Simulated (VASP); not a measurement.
**MoS2: relaxation of cell and atoms with PBE**

The system is MoS2.

```
Mo S
1.0
     3.18414    0.00000    0.00000
    -1.59207    2.75755    0.00000
     0.00000    0.00000   14.33217
Mo S
2 4
Cartesian
  0.0000 1.8384 3.5830
  1.5921 0.9192 10.7491
  0.0000 1.8384 9.1868
  1.5921 0.9192 2.0207
  0.0000 1.8384 12.3115
  1.5921 0.9192 5.1454
```

* Program: VASP 6.6.1
* Task: relaxation of cell and atoms
* Functional: PBE
* Potentials or basis: VASP PAW PBE potentials, release 64 (Mo_sv, S)
* Cutoff: 600 eV
* k mesh: 12 × 12 × 3
* Occupations: gaussian, width 0.03 eV
* Spin: no spin polarisation
* Further INCAR settings: ALGO = Normal; EDIFF = 1e-07; IBRION = 2; EDIFFG = -0.005; NSW = 90; ISIF = 3

```json
{"Pressure after relaxing": "0.0 GPa", "Largest force after relaxing": "0.004 eV/Å", "Band gap on the k mesh": "1.41 eV, indirect (least direct gap 1.67 eV)"}
```

Forces on the atoms (eV/Å):
```
Mo   0.000  0.000  0.000
Mo   0.000  0.000  0.000
S    0.000  0.000  0.004
S    0.000  0.000  0.004
S    0.000  0.000 -0.004
S    0.000  0.000 -0.004
```

Final structure:
```yaml
crystal:
  lattice:
    - [3.18414, 0.00000, 0.00000]
    - [-1.59207, 2.75755, 0.00000]
    - [0.00000, 0.00000, 14.33217]
  atoms:
    - { symbol: Mo, position: [0.33333, 0.66667, 0.25000] }
    - { symbol: Mo, position: [0.66667, 0.33333, 0.75000] }
    - { symbol: S, position: [0.33333, 0.66667, 0.64099] }
    - { symbol: S, position: [0.66667, 0.33333, 0.14099] }
    - { symbol: S, position: [0.33333, 0.66667, 0.85901] }
    - { symbol: S, position: [0.66667, 0.33333, 0.35901] }
```

Levels at points of the mesh, in eV from the valence-band top:
| k point | band 24 | band 25 | band 26 | band 27 | band 28 | band 29 |
| --- | --- | --- | --- | --- | --- | --- |
| (0.00, 0.00, 0.00) | -1.63 | -0.49 | 0.00 | 2.50 | 2.50 | 2.50 |
| (0.50, 0.00, 0.00) | -1.23 | -0.90 | -0.89 | 1.98 | 1.99 | 2.45 |

Run time: 82 s on 2 MPI ranks on Intel(R) Xeon(R) Platinum 8488C (Sapphire Rapids), with other jobs on the host, peak memory 0.37 GiB a rank.

Caveat: the relaxation stopped at its first step, so nothing moved; an odd mesh through Γ misses points on the zone boundary, where band edges often lie; this functional lacks dispersion, which binds the layers, so the pressure and a relaxed spacing across them are unreliable.
